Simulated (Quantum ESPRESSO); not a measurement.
# W2C (P-3m1) in Quantum ESPRESSO: reference runs

How does W2C come out in PBE? The cell is run as given and disturbed.

All numbers are computed with Quantum ESPRESSO 7.5; they aren't measurements. Logs are shortened: lines on timing, memory, paths and dates and some standing lists are left out, and cuts for length are marked.

### 1 The structure

The structure is trigonal, space group P-3m1 (No. 164). Conventional cell: a = 3.070 Å, b = 3.070 Å, c = 4.678 Å, α = 90.00°, β = 90.00°, γ = 120.00°. Around W (site symmetry 3m) lie 3 C at 2.13 Å. C (site symmetry -3m) is surrounded by 6 W at 2.13 Å.

The cell comes from a database or a generator and needn't be the stable form of this composition.

### 2 Single point, PBE

pw.in

```
&CONTROL
  calculation = 'scf'
  prefix = 'pwscf'
  outdir = './tmp'
  pseudo_dir = './pseudo'
  tprnfor = .true.
  tstress = .true.
  disk_io = 'low'
/
&SYSTEM
  ibrav = 0
  nat = 3
  ntyp = 2
  ecutwfc = 55
  ecutrho = 440
  nbnd = 24
  occupations = 'smearing'
  smearing = 'fd'
  degauss = 0.00367493
/
&ELECTRONS
  conv_thr = 6d-10
  electron_maxstep = 120
  mixing_beta = 0.5
/
ATOMIC_SPECIES
W    183.8400 W_pbe_v1.2.uspp.F.UPF
C     12.0110 C.pbe-n-kjpaw_psl.1.0.0.UPF
CELL_PARAMETERS angstrom
   3.0700456420    0.0000000000    0.0000000000
  -1.5350228210    2.6587375167    0.0000000000
   0.0000000000    0.0000000000    4.6784280000
ATOMIC_POSITIONS crystal
W      0.6666666667    0.3333333333    0.2536690000
W      0.3333333333    0.6666666667    0.7463310000
C      0.0000000000    0.0000000000    0.0000000000
K_POINTS automatic
10 10 6 0 0 0
```

pp_density.in

```
&INPUTPP
  prefix = 'pwscf'
  outdir = './tmp'
  filplot = 'density.dat'
  plot_num = 0
/
&PLOT
  nfile = 1
  filepp(1) = 'density.dat'
  iflag = 3
  output_format = 6
  fileout = 'density.cube'
/
```

pp_potential.in

```
&INPUTPP
  prefix = 'pwscf'
  outdir = './tmp'
  filplot = 'potential.dat'
  plot_num = 11
/
&PLOT
  nfile = 1
  filepp(1) = 'potential.dat'
  iflag = 3
  output_format = 6
  fileout = 'potential.cube'
/
```

Potentials or basis: SSSP 1.3 efficiency PBE.

Run with:

```sh
$ OMP_NUM_THREADS=1 pw.x -in pw.in > pw.out
$ OMP_NUM_THREADS=1 pp.x -in pp_density.in > pp_density.out
$ OMP_NUM_THREADS=1 pp.x -in pp_potential.in > pp_potential.out
```

pw.out:

```text
This program is part of the open-source Quantum ESPRESSO suite
     for quantum simulation of materials; please cite
         "P. Giannozzi et al., J. Phys.:Condens. Matter 21 395502 (2009);
         "P. Giannozzi et al., J. Phys.:Condens. Matter 29 465901 (2017);
         "P. Giannozzi et al., J. Chem. Phys. 152 154105 (2020);
     in publications or presentations arising from this work. More details at

     file C.pbe-n-kjpaw_psl.1.0.0.UPF: wavefunction(s)  2S 2P renormalized
     Message from routine setup:
     using ibrav=0 with symmetry is DISCOURAGED, use correct ibrav instead

     Subspace diagonalization in iterative solution of the eigenvalue problem:
     a serial algorithm will be used

     G-vector sticks info
     --------------------
     sticks:   dense  smooth     PW     G-vecs:    dense   smooth      PW
     Sum        1027     511    151                40253    14207    2393

     Using Slab Decomposition

     bravais-lattice index     =            0
     lattice parameter (alat)  =       5.8015  a.u.
     unit-cell volume          =     257.7014 (a.u.)^3
     number of atoms/cell      =            3
     number of atomic types    =            2
     number of electrons       =        32.00
     number of Kohn-Sham states=           24
     kinetic-energy cutoff     =      55.0000  Ry
     charge density cutoff     =     440.0000  Ry
     scf convergence threshold =      6.0E-10
     mixing beta               =       0.5000
     number of iterations used =            8  plain     mixing
     Exchange-correlation= SLA  PW   PBX  PBC
                           (   1   4   3   4   0   0   0)

     celldm(1)=   5.801545  celldm(2)=   0.000000  celldm(3)=   0.000000
     celldm(4)=   0.000000  celldm(5)=   0.000000  celldm(6)=   0.000000

     crystal axes: (cart. coord. in units of alat)
               a(1) = (   1.000000   0.000000   0.000000 )
               a(2) = (  -0.500000   0.866025   0.000000 )
               a(3) = (   0.000000   0.000000   1.523895 )

     reciprocal axes: (cart. coord. in units 2 pi/alat)
               b(1) = (  1.000000  0.577350 -0.000000 )
               b(2) = (  0.000000  1.154701  0.000000 )
               b(3) = (  0.000000 -0.000000  0.656213 )

     PseudoPot. # 1 for W  read from file:
     W_pbe_v1.2.uspp.F.UPF
     Pseudo is Ultrasoft + core correction, Zval = 14.0
     Generated by new atomic code, or converted to UPF format
     Using radial grid of  923 points,  8 beta functions with:
                l(1) =   0
                l(2) =   0
                l(3) =   0
                l(4) =   1
                l(5) =   1
                l(6) =   2
                l(7) =   2
                l(8) =   3
     Q(r) pseudized with  6 coefficients,  rinner =    1.350   1.350   1.350
                                                       1.350   1.350   1.350
                                                       1.350

     PseudoPot. # 2 for C  read from file:
     C.pbe-n-kjpaw_psl.1.0.0.UPF
     Pseudo is Projector augmented-wave + core cor, Zval =  4.0
     Generated using "atomic" code by A. Dal Corso  v.5.1
     Shape of augmentation charge: PSQ
     Using radial grid of 1073 points,  4 beta functions with:
                l(1) =   0
                l(2) =   0
                l(3) =   1
                l(4) =   1
     Q(r) pseudized with 0 coefficients

     atomic species   valence    mass     pseudopotential
     W                14.00   183.84000     W ( 1.00)
     C                 4.00    12.01100     C ( 1.00)

     12 Sym. Ops., with inversion, found

   Cartesian axes

     site n.     atom                  positions (alat units)
         1        W      tau(   1) = (   0.5000000   0.2886751   0.3865650  )
         2        W      tau(   2) = (  -0.0000000   0.5773503   1.1373303  )
         3        C      tau(   3) = (   0.0000000   0.0000000   0.0000000  )

     number of k points=    72  Fermi-Dirac smearing, width (Ry)=  0.0037
                       cart. coord. in units 2pi/alat
        k(    1) = (   0.0000000   0.0000000   0.0000000), wk =   0.0033333
        k(    2) = (   0.0000000   0.0000000   0.1093688), wk =   0.0066667
        k(    3) = (   0.0000000   0.0000000   0.2187377), wk =   0.0066667
        k(    4) = (   0.0000000   0.0000000  -0.3281065), wk =   0.0033333
        k(    5) = (   0.0000000   0.1154701   0.0000000), wk =   0.0200000
        k(    6) = (   0.0000000   0.1154701   0.1093688), wk =   0.0200000
[... 64 lines left out ...]
        k(   71) = (  -0.2000000   0.4618802  -0.1093688), wk =   0.0400000
        k(   72) = (  -0.2000000   0.4618802  -0.2187377), wk =   0.0400000

     Dense  grid:    40253 G-vectors     FFT dimensions: (  40,  40,  60)

     Smooth grid:    14207 G-vectors     FFT dimensions: (  27,  27,  45)

     Initial potential from superposition of free atoms

     starting charge      31.7993, renormalised to      32.0000

     negative rho (up, down):  1.265E-01 0.000E+00
     Starting wfcs are   30 randomized atomic wfcs
     Checking if some PAW data can be deallocated...

     Self-consistent Calculation

     iteration #  1     ecut=    55.00 Ry     beta= 0.50
     Davidson diagonalization with overlap
     ethr =  1.00E-02,  avg # of iterations =  2.2

     negative rho (up, down):  1.303E-01 0.000E+00
[... 76 lines left out ...]
     iteration # 10     ecut=    55.00 Ry     beta= 0.50
     Davidson diagonalization with overlap
     ethr =  1.48E-11,  avg # of iterations =  2.0

     negative rho (up, down):  1.371E-01 0.000E+00

     End of self-consistent calculation

          k = 0.0000 0.0000 0.0000 (  1773 PWs)   bands (ev):

   -53.4348 -53.3594 -18.1016 -17.5011 -17.5011 -17.3668 -17.3668 -17.2172
     6.7759  12.9871  15.9749  15.9749  17.4006  19.9237  20.0460  20.0460
    20.3241  20.3241  21.9499  21.9499  22.9559  28.1471  28.7930  28.7930
[... 129 lines left out ...]
   -53.3757 -53.3632 -18.0675 -17.9710 -17.6080 -17.5425 -17.4843 -17.4068
     8.5106  13.0085  15.3148  15.9506  16.9370  18.4092  19.2410  21.3726
    22.1718  23.3537  24.0547  24.2630  24.7244  27.8360  27.9901  29.5308

          k = 0.0000-0.5774-0.3281 (  1768 PWs)   bands (ev):

   -53.3701 -53.3688 -18.0568 -18.0376 -17.5508 -17.5422 -17.4512 -17.4390
     8.4801  12.9997  15.2666  16.1057  17.3006  18.7422  18.9240  20.9163
    21.6579  23.4113  23.9694  24.2250  24.5704  27.8488  28.5015  29.9466

          k = 0.1000 0.1732 0.0000 (  1773 PWs)   bands (ev):
[... 283 lines left out ...]
   -53.3758 -53.3631 -17.9898 -17.9120 -17.7195 -17.6091 -17.4815 -17.3756
     8.5663  13.8593  14.7036  15.5461  17.8162  18.0683  18.6682  20.3451
    22.2035  23.2434  24.1088  24.4921  25.2192  27.5022  29.3231  30.0589

     the Fermi energy is    21.3668 ev

!    total energy              =    -336.71752458 Ry
     estimated scf accuracy    <          3.6E-11 Ry
     smearing contrib. (-TS)   =      -0.00137258 Ry
     internal energy E=F+TS    =    -336.71615199 Ry

     The total energy is F=E-TS. E is the sum of the following terms:
     one-electron contribution =     -32.19766483 Ry
     hartree contribution      =      35.23181077 Ry
     xc contribution           =     -87.14827784 Ry
     ewald contribution        =    -246.43094448 Ry
     one-center paw contrib.   =      -6.17107562 Ry

     convergence has been achieved in  10 iterations

     negative rho (up, down):  1.371E-01 0.000E+00

     Forces acting on atoms (cartesian axes, Ry/au):

     atom    1 type  1   force =     0.00000000   -0.00000000    0.00274149
     atom    2 type  1   force =     0.00000000    0.00000000   -0.00274149
     atom    3 type  2   force =     0.00000000    0.00000000    0.00000000

     Total force =     0.003877     Total SCF correction =     0.000041

     Computing stress (Cartesian axis) and pressure

     negative rho (up, down):  1.371E-01 0.000E+00
          total   stress  (Ry/bohr**3)                   (kbar)     P=      -12.55
  -0.00010979   0.00000000   0.00000000          -16.15        0.00        0.00
   0.00000000  -0.00010979   0.00000000            0.00      -16.15        0.00
   0.00000000   0.00000000  -0.00003646            0.00        0.00       -5.36

=------------------------------------------------------------------------------=
   JOB DONE.
=------------------------------------------------------------------------------=
```

pp_density.out:

```text
This program is part of the open-source Quantum ESPRESSO suite
     for quantum simulation of materials; please cite
         "P. Giannozzi et al., J. Phys.:Condens. Matter 21 395502 (2009);
         "P. Giannozzi et al., J. Phys.:Condens. Matter 29 465901 (2017);
         "P. Giannozzi et al., J. Chem. Phys. 152 154105 (2020);
     in publications or presentations arising from this work. More details at

     file C.pbe-n-kjpaw_psl.1.0.0.UPF: wavefunction(s)  2S 2P renormalized

     IMPORTANT: XC functional enforced from input :
     Exchange-correlation= PBE
                           (   1   4   3   4   0   0   0)
     Any further DFT definition will be discarded
     Please, verify this is what you really want

     G-vector sticks info
     --------------------
     sticks:   dense  smooth     PW     G-vecs:    dense   smooth      PW
     Sum        1027     511    151                40253    14207    2393

     Using Slab Decomposition

     negative rho (up, down):  1.371E-01 0.000E+00

     Calling punch_plot, plot_num =   0
     Writing data to file  density.dat
     Reading data from file  density.dat

     Writing data to be plotted to file density.cube
     Plot Type: 3D                     Output format: Gaussian cube

=------------------------------------------------------------------------------=
   JOB DONE.
=------------------------------------------------------------------------------=
```

Run time: 64 s. Hardware: 1 thread of Intel Xeon Platinum 8375C at 2.90GHz (Ice Lake), shared host; peak memory 0.38 GiB.

What came out:

```
Free energy            : -4581.2753 eV
Pressure               : -1.3 GPa
Largest force          : 0.070 eV/Å
Band gap on the k mesh : none (metal or under the smearing width)
```

Forces in eV/Å, atoms in the order of the input:
```
W    0.000  0.000  0.070
W    0.000  0.000 -0.070
C    0.000  0.000  0.000
```

Spin-orbit coupling is left out, which matters for the levels of W.

### 3 Single point, PBE (atoms moved at random, drawn with an rms of 0.05 Å)

pw.in: that of step 2 with these lines changed.

```diff
@@ -7,3 +7,3 @@
   tstress = .true.
-  disk_io = 'low'
+  disk_io = 'nowf'
 /
@@ -33,5 +33,5 @@
 ATOMIC_POSITIONS crystal
-W      0.6666666667    0.3333333333    0.2536690000
-W      0.3333333333    0.6666666667    0.7463310000
-C      0.0000000000    0.0000000000    0.0000000000
+W      0.6757660000    0.3456040000    0.2477720000
+W      0.3175570000    0.6562590000    0.7435470000
+C     -0.0001220000    0.0036770000   -0.0013640000
 K_POINTS automatic
```

Potentials or basis: SSSP 1.3 efficiency PBE.

Run with:

```sh
$ OMP_NUM_THREADS=1 pw.x -in pw.in > pw.out
```

Run time: 3.5 min. Hardware: 1 thread of Intel Xeon Platinum 8375C at 2.90GHz (Ice Lake), shared host; peak memory 0.52 GiB.

It converged, with:

* Free energy: -4581.2594 eV
* Pressure: -0.4 GPa
* Largest force: 0.502 eV/Å
* Band gap on the k mesh: none (metal or under the smearing width)

Forces on the atoms (eV/Å):
```
W   -0.120 -0.236  0.427
W    0.192  0.348 -0.205
C   -0.071 -0.112 -0.222
```

Stress tensor (GPa, compression positive):
```
-1.71 -0.55 -1.24
-0.55  0.18 -2.07
-1.24 -2.07  0.27
```

Levels at points of the mesh, in eV from the Fermi level:
| k point | band 12 | band 13 | band 14 | band 15 | band 16 | band 17 | band 18 | band 19 | band 20 | band 21 |
| --- | --- | --- | --- | --- | --- | --- | --- | --- | --- | --- |
| (0.00, 0.00, 0.00) | -5.42 | -3.94 | -1.60 | -1.34 | -1.22 | -1.13 | -0.84 | 0.40 | 0.89 | 1.69 |
| (0.00, 0.00, -0.50) | -5.67 | -3.14 | -2.82 | -2.29 | -2.22 | 0.93 | 1.13 | 1.61 | 1.71 | 3.38 |
| (0.00, -0.50, 0.00) | -5.65 | -5.42 | -3.39 | -1.62 | 1.42 | 2.13 | 2.56 | 3.08 | 3.26 | 3.52 |
| (0.00, -0.50, -0.50) | -5.22 | -4.13 | -2.65 | -2.34 | -0.38 | 0.19 | 2.02 | 2.62 | 2.79 | 3.17 |
| (0.50, -0.50, 0.00) | -5.70 | -5.37 | -3.38 | -1.74 | 1.38 | 2.30 | 2.58 | 3.02 | 3.18 | 3.64 |
| (-0.50, 0.00, 0.00) | -5.80 | -5.32 | -3.37 | -1.88 | 1.37 | 2.56 | 2.62 | 2.97 | 3.21 | 3.70 |
| (0.50, -0.50, -0.50) | -5.27 | -4.10 | -2.61 | -2.42 | -0.36 | 0.40 | 2.02 | 2.61 | 2.83 | 3.19 |
| (-0.50, 0.00, -0.50) | -5.37 | -4.05 | -2.55 | -2.49 | -0.37 | 0.64 | 2.04 | 2.61 | 2.88 | 3.21 |
